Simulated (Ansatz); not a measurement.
The system is PbO (Litharge).

```xyz
4
Lattice="3.9900 0.0000 0.0000 0.0000 3.9900 0.0000 0.0000 0.0000 5.0100" Properties=species:S:1:pos:R:3 pbc="T T T"
Pb    1.9950    0.0000    3.8076
Pb    0.0000    1.9950    1.2024
O     1.9950    1.9950    0.0000
O     0.0000    0.0000    0.0000
```

- Program: Ansatz 0.2.0
- Task: single point
- Functional: PBEsol
- Potentials or basis: Ansatz PAW
- Cutoff: 420 eV (not typed: the program's choice for these potentials)
- k mesh: 7 × 7 × 6
- Occupations: fermi-dirac, width 0.05 eV
- Spin: no spin polarisation

On this cell: pressure -0.9 GPa; largest force 0.329 eV/Å; band gap on the k mesh 1.36 eV, indirect (least direct gap 2.30 eV).

The same run follows on a disturbed copy (atoms moved at random, drawn with an rms of 0.05 Å):

```
CELL_PARAMETERS angstrom
3.99000 0.00000 0.00000
0.00000 3.99000 0.00000
0.00000 0.00000 5.01000
ATOMIC_POSITIONS crystal
Pb 0.50251 0.00029 0.76407
Pb 0.98947 0.50782 0.24743
O 0.49476 0.50656 0.99778
O 0.99373 0.01242 0.00824
```

What changes?

The energy moves by +4.9 meV/atom; pressure -1.2 GPa; largest force 0.563 eV/Å; band gap on the k mesh 1.31 eV, indirect (least direct gap 2.25 eV).

Forces on the atoms (eV/Å):
```
Pb  -0.153  0.141  0.335
Pb   0.107  0.014 -0.553
O   -0.038 -0.002  0.273
O    0.085 -0.154 -0.055
```

Stress tensor (GPa, compression positive):
```
-1.70 -0.01  0.52
-0.01 -0.37 -0.21
 0.52 -0.21 -1.67
```

Caveats: odd divisions of the mesh miss points on the zone boundary, where band edges often lie, so the gap on the mesh can be too wide; spin-orbit coupling is left out, which as a rule narrows the gap of such compounds by several tenths of an eV; the PAW data sets come from PBE, with cores solved anew for the run's functional, which leaves a small shift of forces and pressure.

A k mesh can miss the band edges.
